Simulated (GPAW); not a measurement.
# Pd (Fm-3m) in GPAW: notebook

The runs below take Pd through band structure, with SOGGA, PBEsol.

Program: GPAW 26.7.0. These are calculated values, not measurements. Logs are shortened: lines on timing, memory, paths and dates and some standing lists are left out, and cuts for length are marked. The log counts tension as positive stress, the text compression.

## Step 1: The crystal as given

The structure is cubic, space group Fm-3m (No. 225). The conventional cell has a = 3.893 Å, b = 3.893 Å, c = 3.893 Å, α = 90.00°, β = 90.00°, γ = 90.00°. Pd (site symmetry m-3m) is surrounded by 12 Pd at 2.75 Å.

## Step 2: Band structure, SOGGA, spin-orbit coupling, no magnetisation

The input, run.py:

```python
import numpy as np
from ase.dft.bandgap import bandgap
from ase.io import read, write
from ase.units import GPa
from gpaw import GPAW, PW, setup_paths
from gpaw.spinorbit import soc_eigenstates

setup_paths.insert(0, '.')

atoms = read('Pd.xyz')

calc = GPAW(mode=PW(600),
            xc='GGA_X_SOGGA+GGA_C_PBE_SOL',
            kpts={'size': (9, 9, 9), 'gamma': True},
            occupations={'name': 'fermi-dirac', 'width': 0.05},
            nbands=17,
            convergence={'density': 1e-05, 'energy': 1e-05},
            maxiter=150,
            txt='gpaw.txt')
atoms.calc = calc
energy = atoms.get_potential_energy()
forces = atoms.get_forces()
stress = atoms.get_stress()
calc.write('gs.gpw')
write('result.traj', atoms)
print(f'Energy: {energy:.6f} eV')
print('Forces (eV/A):')
print(forces.round(4))
print('Stress (GPa):', (stress / GPa).round(3))
print('Fermi level:', round(calc.get_fermi_level(), 4), 'eV')
print(f'Gap: {bandgap(calc)[0]:.4f} eV, direct: {bandgap(calc, direct=True)[0]:.4f} eV')

path = atoms.cell.bandpath('GXWKGLUWLK,UX', npoints=80, eps=1e-4)
bs_calc = calc.fixed_density(kpts=path, symmetry='off', nbands=25,
                             convergence={'bands': 'CBM+6.0', 'eigenstates': 1e-6}, txt='bands.txt')
bs = bs_calc.band_structure()
bs.write('bs.json')
print(f'Gap on the path: {bandgap(bs_calc)[0]:.4f} eV')

soc = soc_eigenstates(bs_calc, theta=54.7, phi=45)
np.savetxt('soc_bands.dat', soc.eigenvalues(), fmt='%.4f')
mesh = soc_eigenstates('gs.gpw', theta=54.7, phi=45)
np.savetxt('soc_mesh.dat', mesh.eigenvalues(), fmt='%.4f')
print('Fermi level with spin-orbit coupling:', round(mesh.fermi_level, 4), 'eV')
```

The input, Pd.xyz:

```xyz
1
Lattice="0.0000000000 1.9465000000 1.9465000000 1.9465000000 0.0000000000 1.9465000000 1.9465000000 1.9465000000 0.0000000000" Properties=species:S:1:pos:R:3 pbc="T T T"
Pd     0.0000000000      0.0000000000      0.0000000000
```

Potentials or basis: PAW data sets generated in the run's folder for this functional, pw.

Launch:

```bash
gpaw-setup -f GGA_X_SOGGA+GGA_C_PBE_SOL Pd
OMP_NUM_THREADS=1 python run.py
```

gpaw.txt:

```text
__  _  _
 | _ |_)|_||  |
 |__||  | ||/\| - 26.7.0

Input parameters:
  mode=PW(ecut=600.0),
  convergence={'density': 1e-05, 'energy': 1e-05},
  kpts=MonkhorstPack(size=(9, 9, 9), gamma=True),
  maxiter=150,
  nbands=17,
  occupations=Occupations(name='fermi-dirac', width=0.05),
  xc=XC(name='GGA_X_SOGGA+GGA_C_PBE_SOL')

Diagonalizing LCAO Hamiltonian
Converting LCAO to pw mode

       Pd

Atoms  # Å, Bohr magnetons
|   | symbol |        x |        y |        z |    initial magnetic moments |
|---|--------|----------|----------|----------|-----------------------------|
| 0 |     Pd | 0.000000 | 0.000000 | 0.000000 | ( 0.0000,  0.0000,  0.0000) |

Unit cell  # Å
| periodic |        x |        y |        z |  lengths |    angles |
|----------|----------|----------|----------|----------|-----------|
|      yes | 0.000000 | 1.946500 | 1.946500 | 2.752767 | 60.000000 |
|      yes | 1.946500 | 0.000000 | 1.946500 | 2.752767 | 60.000000 |
|      yes | 1.946500 | 1.946500 | 0.000000 | 2.752767 | 60.000000 |

Number of symmetries: 48
Symmetry operations  # r_c * U_cc + t_c -> r_c
|    | kind |            matrix            |
|----|------|------------------------------|
|  0 |  σ   |  1, 0, 0,  1, 0,-1,  1,-1, 0 |
|  1 |  C2  |  1, 0, 0,  1,-1, 0,  1, 0,-1 |
|  2 |  E   |  1, 0, 0,  0, 1, 0,  0, 0, 1 |
|  3 |  σ   |  1, 0, 0,  0, 0, 1,  0, 1, 0 |
|  4 |  C4  |  1, 0,-1,  1, 0, 0,  1,-1, 0 |
|  5 |  S6  |  1, 0,-1,  1,-1, 0,  1, 0, 0 |
|  6 |  σ   |  1, 0,-1,  0, 1,-1,  0, 0,-1 |
|  7 |  C3  |  1, 0,-1,  0, 0,-1,  0, 1,-1 |
|  8 |  S6  |  1,-1, 0,  1, 0, 0,  1, 0,-1 |
|  9 |  C4  |  1,-1, 0,  1, 0,-1,  1, 0, 0 |
| 10 |  C3  |  1,-1, 0,  0,-1, 1,  0,-1, 0 |
| 11 |  σ   |  1,-1, 0,  0,-1, 0,  0,-1, 1 |
| 12 |  σ   |  0, 1, 0,  1, 0, 0,  0, 0, 1 |
| 13 |  C4  |  0, 1, 0,  0, 1,-1, -1, 1, 0 |
| 14 |  C3  |  0, 1, 0,  0, 0, 1,  1, 0, 0 |
| 15 |  S6  |  0, 1, 0, -1, 1, 0,  0, 1,-1 |
| 16 |  C2  |  0, 1,-1,  1, 0,-1,  0, 0,-1 |
| 17 |  σ   |  0, 1,-1,  0, 1, 0, -1, 1, 0 |
| 18 |  S4  |  0, 1,-1,  0, 0,-1,  1, 0,-1 |
| 19 |  C4  |  0, 1,-1, -1, 1, 0,  0, 1, 0 |
| 20 |  C3  |  0, 0, 1,  1, 0, 0,  0, 1, 0 |
| 21 |  σ   |  0, 0, 1,  0, 1, 0,  1, 0, 0 |
| 22 |  S6  |  0, 0, 1,  0,-1, 1, -1, 0, 1 |
| 23 |  C4  |  0, 0, 1, -1, 0, 1,  0,-1, 1 |
| 24 |  S4  |  0, 0,-1,  1, 0,-1,  0, 1,-1 |
| 25 |  C3  |  0, 0,-1,  0, 1,-1,  1, 0,-1 |
| 26 |  C2  |  0, 0,-1,  0,-1, 0, -1, 0, 0 |
| 27 |  S6  |  0, 0,-1, -1, 0, 0,  0,-1, 0 |
| 28 |  S4  |  0,-1, 1,  1,-1, 0,  0,-1, 0 |
| 29 |  C4  |  0,-1, 1,  0, 0, 1, -1, 0, 1 |
| 30 |  C2  |  0,-1, 1,  0,-1, 0,  1,-1, 0 |
| 31 |  σ   |  0,-1, 1, -1, 0, 1,  0, 0, 1 |
| 32 |  C3  |  0,-1, 0,  1,-1, 0,  0,-1, 1 |
| 33 |  S6  |  0,-1, 0,  0, 0,-1, -1, 0, 0 |
| 34 |  S4  |  0,-1, 0,  0,-1, 1,  1,-1, 0 |
| 35 |  C2  |  0,-1, 0, -1, 0, 0,  0, 0,-1 |
| 36 |  C2  | -1, 1, 0,  0, 1, 0,  0, 1,-1 |
| 37 |  S6  | -1, 1, 0,  0, 1,-1,  0, 1, 0 |
| 38 |  S4  | -1, 1, 0, -1, 0, 1, -1, 0, 0 |
| 39 |  C3  | -1, 1, 0, -1, 0, 0, -1, 0, 1 |
| 40 |  S6  | -1, 0, 1,  0, 0, 1,  0,-1, 1 |
| 41 |  C2  | -1, 0, 1,  0,-1, 1,  0, 0, 1 |
| 42 |  C3  | -1, 0, 1, -1, 1, 0, -1, 0, 0 |
| 43 |  S4  | -1, 0, 1, -1, 0, 0, -1, 1, 0 |
| 44 |  C2  | -1, 0, 0,  0, 0,-1,  0,-1, 0 |
| 45 |  i   | -1, 0, 0,  0,-1, 0,  0, 0,-1 |
| 46 |  σ   | -1, 0, 0, -1, 1, 0, -1, 0, 1 |
| 47 |  C2  | -1, 0, 0, -1, 0, 1, -1, 1, 0 |

BZ-sampling:
  Number of BZ points: 729
  Number of IBZ points: 35

  Monkhorst-Pack size: [9, 9, 9]
  Monkhorst-Pack shift: [0, 0, 0]

K-points  # in reciprocal-cell coordinates
|     |                                coordinates |     weight |
|-----|--------------------------------------------|------------|
|   0 | (  0.00000000,   0.00000000,   0.00000000) | 0.00137174 |
|   1 | (  0.11111111,   0.11111111,   0.00000000) | 0.00823045 |
|   2 | (  0.11111111,   0.11111111,   0.11111111) | 0.01097394 |
|   3 | (  0.22222222,   0.11111111,   0.11111111) | 0.01646091 |
|   4 | (  0.22222222,   0.22222222,   0.00000000) | 0.00823045 |
|   5 | (  0.22222222,   0.22222222,   0.11111111) | 0.03292181 |
|   6 | (  0.22222222,   0.22222222,   0.22222222) | 0.01097394 |
|   7 | (  0.33333333,   0.22222222,   0.11111111) | 0.03292181 |
|   8 | (  0.33333333,   0.22222222,   0.22222222) | 0.03292181 |
|   9 | (  0.33333333,   0.33333333,  -0.33333333) | 0.01646091 |
| ... |                                            |            |
|  34 | (  0.44444444,   0.44444444,   0.44444444) | 0.01097394 |

Plane wave coefficients: 531
Cutoff: 600.0 eV

Spin-components: 1 (collinear spins)
Bands:           17
Projectors:      6
Spin-degeneracy: 2
Datatype:        complex128

Parallelization:
  kpt:    1
  domain: 1
  band:   1

Density:
  Valence electrons: 16.0
  Components: 1
  Grid points: [16 16 16]
  Charge: 0.0  # |e|

Potential:
  Grid points: [16 16 16]

species:
  Pd:
    name:    Palladium
    Z:       46.0
    valence: 16
    core:    30
    charge:  0.0  # [|e|]
    compensation charges:
      type: gauss
      rc: 0.38  # [Å]
      lmax: 2
    cutoffs:
      filter: 2.38  # [Å]
      core: 2.28  # [Å]
    projectors
    | kind |    occ | energy [eV] | rcut [Å] |
    |------|--------|-------------|----------|
    |   5s |  0.000 |      -3.320 |    1.228 |
    |   4p |  6.000 |     -51.172 |    1.360 |
    |   5p |  0.000 |      -0.243 |    1.360 |
    |   4d | 10.000 |      -4.069 |    1.228 |
    |    s |        |      23.891 |    1.228 |
    |    d |        |      23.142 |    1.228 |

    Using partial waves for Pd as LCAO basis

Reference energy: -137160.067447  # eV

eigensolver:
  PPCG
  Converge bands: occupied
  niter=2

density mixing:
  MSR1-Mixer
  Pratt-step length: 0.05
  Maximum mixing coefficient: 0.75
  Old densities: 10
  SVD Regularization: 0.005
  Good broyden scale: 1.0
  Trust region scale: 1.0
  Backstep threshold: 4.0
  History deletion threshold: 6.0
  Fourier metric: weight=20.0, sigma=0.015

occupation numbers:
  Fermi-Dirac:
    width: 0.0500  # eV

poisson solver:
  ecut: 4800.0  # eV

xc functional:
  name: GGA_X_SOGGA+GGA_C_PBE_SOL with 2 nearest neighbor stencil

convergence criteria:
- Maximum integral of absolute [dens]ity change: 1e-05 electrons / valence electron
- Maximum [total energy] change in last 3 cyles: 1e-05 eV / valence electron
- Maximum integral of absolute [eigenst]ate change: 4e-08 eV^2 / valence electron
maximum number of iterations: 150

SCF iterations
|iter     | |      energy | eigst |  dens |
|---------|-|-------------|-------|-------|
|iter:   1| |   -5.821347 | -0.09 |       |
|iter:   2| |   -5.544585 | -2.53 | -0.96 |
|iter:   3| |   -4.686159 | -1.41 | -1.01 |
|iter:   4| |   -4.674440 | -3.41 | -2.03 |
|iter:   5| |   -4.670496 | -3.87 | -2.18 |
|iter:   6| |   -4.670501 | -6.48 | -3.72 |
|iter:   7| |   -4.670502c| -7.47c| -4.16 |
|iter:   8| |   -4.670502c| -8.42c| -5.25c|

Converged in 8 steps
Energy contributions relative to reference atoms: (reference = -137160.067447)

Energy contributions:
  Kinetic:          -5.476648
  Coulomb:           0.594351
  Zero:             -0.153107
  External:          0.000000
  Xc:                0.374023
  Entropy:          -0.018242
  Spinorbit:         0.000000
  ----------------------------
  Free energy:      -4.679623
  Extrapolated:     -4.670502

dipole moment: (-11.616043, -11.616043, -11.616043)  # |e|*Ang

Fermi level: 9.307
Eigenvalues  # (at kpt = [0.000, 0.000, 0.000])
| band index |      eig [eV] | occ [0-2] |
|------------|---------------|-----------|
|          0 |       -40.311 |     2.000 |
|          1 |       -40.311 |     2.000 |
|          2 |       -40.311 |     2.000 |
|          3 |         2.107 |     2.000 |
|          4 |         6.469 |     2.000 |
|          5 |         6.469 |     2.000 |
[... 9 lines left out ...]
|         15 |        39.484 |     0.000 |
|         16 |        39.484 |     0.000 |

No gap
No difference between direct/indirect transitions

Forces  # eV/Ang
|        x |       y |       z |
|----------|---------|---------|
| -0.00000 | 0.00000 | 0.00000 |  # Pd   0

Stress tensor  # eV/Ang^3
|        x |         y |         z |
|----------|-----------|-----------|
| 0.018005 |  0.000000 |  0.000000 |
| 0.000000 |  0.018005 | -0.000000 |
| 0.000000 | -0.000000 |  0.018005 |

# Writing to gs.gpw (mode='')
```

Run time: 23 s. Hardware: 1 thread of Intel Xeon Platinum 8488C (Sapphire Rapids), shared host; peak memory 0.2 GiB.

Results:

```
Free energy             : -4.6796 eV
Pressure                : -2.9 GPa
Band gap along the path : none (metal or under the smearing width)
```

Levels at the corners of the path, in eV from the Fermi level:
| point | band 14 | band 15 | band 16 | band 17 | band 18 |
| --- | --- | --- | --- | --- | --- |
| Γ | -2.67 | -1.19 | -1.19 | -1.19 | -1.19 |
| X | 0.18 | 0.48 | 0.48 | 3.26 | 3.26 |
| W | -1.30 | 0.31 | 0.31 | 8.75 | 8.75 |
| K | -0.95 | -0.13 | -0.13 | 7.08 | 7.08 |
| Γ | -2.67 | -1.19 | -1.19 | -1.19 | -1.19 |
| L | -0.11 | 0.09 | 0.09 | 0.93 | 0.93 |
| U | -0.95 | -0.13 | -0.13 | 7.08 | 7.08 |
| W | -1.30 | 0.31 | 0.31 | 8.75 | 8.75 |
| L | -0.11 | 0.09 | 0.09 | 0.93 | 0.93 |
| K | -0.95 | -0.13 | -0.13 | 7.08 | 7.08 |
| U | -0.95 | -0.13 | -0.13 | 7.08 | 7.08 |
| X | 0.18 | 0.48 | 0.48 | 3.26 | 3.26 |

Caveat: spin-orbit coupling was added after a scalar SCF, so levels and gaps hold it while energy, forces, pressure and moments don't; this program's spin-orbit splittings come out too wide for heavy elements.

## Step 3: Band structure, PBEsol

The input, run.py:

```python
from ase import Atoms
from ase.dft.bandgap import bandgap
from ase.io import write
from ase.units import GPa
from gpaw import GPAW, PW, setup_paths

setup_paths.insert(0, '.')

atoms = Atoms(['Pd'],
              cell=[[0.0, 1.9465, 1.9465],
                    [1.9465, 0.0, 1.9465],
                    [1.9465, 1.9465, 0.0]],
              scaled_positions=[[0.0, 0.0, 0.0]],
              pbc=True)

calc = GPAW(mode=PW(600),
            xc='PBEsol',
            kpts={'size': (12, 12, 12), 'gamma': True},
            occupations={'name': 'fermi-dirac', 'width': 0.05},
            nbands=17,
            convergence={'density': 1e-05, 'energy': 1e-05},
            maxiter=150,
            txt='gpaw.txt')
atoms.calc = calc
energy = atoms.get_potential_energy()
forces = atoms.get_forces()
stress = atoms.get_stress()
calc.write('gs.gpw')
write('result.traj', atoms)
print(f'Energy: {energy:.6f} eV')
print('Forces (eV/A):')
print(forces.round(4))
print('Stress (GPa):', (stress / GPa).round(3))
print('Fermi level:', round(calc.get_fermi_level(), 4), 'eV')
print(f'Gap: {bandgap(calc)[0]:.4f} eV, direct: {bandgap(calc, direct=True)[0]:.4f} eV')

path = atoms.cell.bandpath('GXWKGLUWLK,UX', npoints=60, eps=1e-4)
bs_calc = calc.fixed_density(kpts=path, symmetry='off', nbands=25,
                             convergence={'bands': 'CBM+6.0', 'eigenstates': 1e-6}, txt='bands.txt')
bs = bs_calc.band_structure()
bs.write('bs.json')
print(f'Gap on the path: {bandgap(bs_calc)[0]:.4f} eV')
```

Potentials or basis: PAW data sets generated in the run's folder for this functional, pw.

Launch:

```bash
gpaw-setup -f PBEsol Pd
OMP_NUM_THREADS=1 python run.py
```

gpaw.txt:

```text
__  _  _
 | _ |_)|_||  |
 |__||  | ||/\| - 26.7.0

Input parameters:
  mode=PW(ecut=600.0),
  convergence={'density': 1e-05, 'energy': 1e-05},
  kpts=MonkhorstPack(size=(12, 12, 12), gamma=True),
  maxiter=150,
  nbands=17,
  occupations=Occupations(name='fermi-dirac', width=0.05),
  xc=XC(name='PBEsol')

Diagonalizing LCAO Hamiltonian
Converting LCAO to pw mode

       Pd

Atoms  # Å, Bohr magnetons
|   | symbol |        x |        y |        z |    initial magnetic moments |
|---|--------|----------|----------|----------|-----------------------------|
| 0 |     Pd | 0.000000 | 0.000000 | 0.000000 | ( 0.0000,  0.0000,  0.0000) |

Unit cell  # Å
| periodic |        x |        y |        z |  lengths |    angles |
|----------|----------|----------|----------|----------|-----------|
|      yes | 0.000000 | 1.946500 | 1.946500 | 2.752767 | 60.000000 |
|      yes | 1.946500 | 0.000000 | 1.946500 | 2.752767 | 60.000000 |
|      yes | 1.946500 | 1.946500 | 0.000000 | 2.752767 | 60.000000 |

Number of symmetries: 48
Symmetry operations  # r_c * U_cc + t_c -> r_c
|    | kind |            matrix            |
|----|------|------------------------------|
|  0 |  σ   |  1, 0, 0,  1, 0,-1,  1,-1, 0 |
|  1 |  C2  |  1, 0, 0,  1,-1, 0,  1, 0,-1 |
|  2 |  E   |  1, 0, 0,  0, 1, 0,  0, 0, 1 |
|  3 |  σ   |  1, 0, 0,  0, 0, 1,  0, 1, 0 |
|  4 |  C4  |  1, 0,-1,  1, 0, 0,  1,-1, 0 |
|  5 |  S6  |  1, 0,-1,  1,-1, 0,  1, 0, 0 |
|  6 |  σ   |  1, 0,-1,  0, 1,-1,  0, 0,-1 |
|  7 |  C3  |  1, 0,-1,  0, 0,-1,  0, 1,-1 |
|  8 |  S6  |  1,-1, 0,  1, 0, 0,  1, 0,-1 |
|  9 |  C4  |  1,-1, 0,  1, 0,-1,  1, 0, 0 |
| 10 |  C3  |  1,-1, 0,  0,-1, 1,  0,-1, 0 |
| 11 |  σ   |  1,-1, 0,  0,-1, 0,  0,-1, 1 |
[... 138 lines left out ...]
convergence criteria:
- Maximum integral of absolute [dens]ity change: 1e-05 electrons / valence electron
- Maximum [total energy] change in last 3 cyles: 1e-05 eV / valence electron
- Maximum integral of absolute [eigenst]ate change: 4e-08 eV^2 / valence electron
maximum number of iterations: 150

SCF iterations
|iter     | |      energy | eigst |  dens |
|---------|-|-------------|-------|-------|
|iter:   1| |   -5.721735 | -0.10 |       |
|iter:   2| |   -5.450113 | -2.55 | -0.96 |
|iter:   3| |   -4.612339 | -1.42 | -1.01 |
|iter:   4| |   -4.601114 | -3.39 | -2.02 |
|iter:   5| |   -4.597270 | -3.96 | -2.18 |
|iter:   6| |   -4.597277 | -6.31 | -3.58 |
|iter:   7| |   -4.597279c| -7.12 | -4.13 |
|iter:   8| |   -4.597279c| -7.71c| -4.94 |
|iter:   9| |   -4.597279c| -8.53c| -5.58c|

Converged in 9 steps
Energy contributions relative to reference atoms: (reference = -137160.600186)

Energy contributions:
  Kinetic:          -5.344358
  Coulomb:           0.463777
  Zero:             -0.148505
  External:          0.000000
  Xc:                0.441577
  Entropy:          -0.019540
  Spinorbit:         0.000000
  ----------------------------
  Free energy:      -4.607049
  Extrapolated:     -4.597279

dipole moment: (-11.611174, -11.611174, -11.611174)  # |e|*Ang

Fermi level: 9.318
Eigenvalues  # (at kpt = [-0.000, -0.000, -0.000])
| band index |      eig [eV] | occ [0-2] |
|------------|---------------|-----------|
|          0 |       -40.298 |     2.000 |
|          1 |       -40.298 |     2.000 |
|          2 |       -40.298 |     2.000 |
|          3 |         2.115 |     2.000 |
|          4 |         6.481 |     2.000 |
|          5 |         6.481 |     2.000 |
[... 9 lines left out ...]
|         15 |        39.494 |     0.000 |
|         16 |        39.494 |     0.000 |

No gap
No difference between direct/indirect transitions

Forces  # eV/Ang
|        x |       y |        z |
|----------|---------|----------|
| -0.00000 | 0.00000 | -0.00000 |  # Pd   0

Stress tensor  # eV/Ang^3
|        x |         y |         z |
|----------|-----------|-----------|
| 0.015599 |  0.000000 |  0.000000 |
| 0.000000 |  0.015599 | -0.000000 |
| 0.000000 | -0.000000 |  0.015599 |

# Writing to gs.gpw (mode='')
```

bands.txt:

```text
Diagonalizing LCAO Hamiltonian
Converting LCAO to pw mode
convergence criteria:
- Maximum integral of absolute [eigenst]ate change: 1e-06 eV^2 / valence electron
maximum number of iterations: 150

SCF iterations
|iter     | |      energy | eigst |  dens |
|---------|-|-------------|-------|-------|
|iter:   1| |             | -0.25 |       |
[... 64 lines left out ...]
         [0.41071429, 0.41071429, 0.67857143],
         [0.39285714, 0.39285714, 0.71428571],
         [0.375     , 0.375     , 0.75      ],
         [0.625     , 0.25      , 0.625     ],
         [0.59375   , 0.1875    , 0.59375   ],
         [0.5625    , 0.125     , 0.5625    ],
         [0.53125   , 0.0625    , 0.53125   ],
         [0.5       , 0.        , 0.5       ]])),
  maxiter=150,
  nbands=25,
  occupations=Occupations(name='fermi-dirac', width=0.05),
  symmetry=Symmetry(point_group=False, time_reversal=False),
  xc=XC(name='PBEsol')
```

It took 15 s on 1 thread of Arm Neoverse V2, shared host; peak memory 0.16 GiB.

What came out:

```
Free energy             : -4.6070 eV
Pressure                : -2.5 GPa
Band gap along the path : none (metal or under the smearing width)
```

Levels at the corners of the path, in eV from the Fermi level:
```csv
point,band 4,band 5,band 6,band 7,band 8,band 9
Γ,-7.20,-2.84,-2.84,-2.84,-1.21,-1.21
X,-5.40,-5.11,-0.03,0.31,0.31,3.26
W,-4.33,-3.38,-3.38,-1.31,0.31,8.92
K,-4.74,-4.15,-1.97,-0.94,-0.15,7.09
Γ,-7.20,-2.84,-2.84,-2.84,-1.21,-1.21
L,-5.31,-2.88,-2.88,0.00,0.00,0.93
U,-4.74,-4.15,-1.97,-0.94,-0.15,7.09
W,-4.33,-3.38,-3.38,-1.31,0.31,8.92
L,-5.31,-2.88,-2.88,0.00,0.00,0.93
K,-4.74,-4.15,-1.97,-0.94,-0.15,7.09
U,-4.74,-4.15,-1.97,-0.94,-0.15,7.09
X,-5.40,-5.11,-0.03,0.31,0.31,3.26
```

(Part 1 of 2 ends here.)
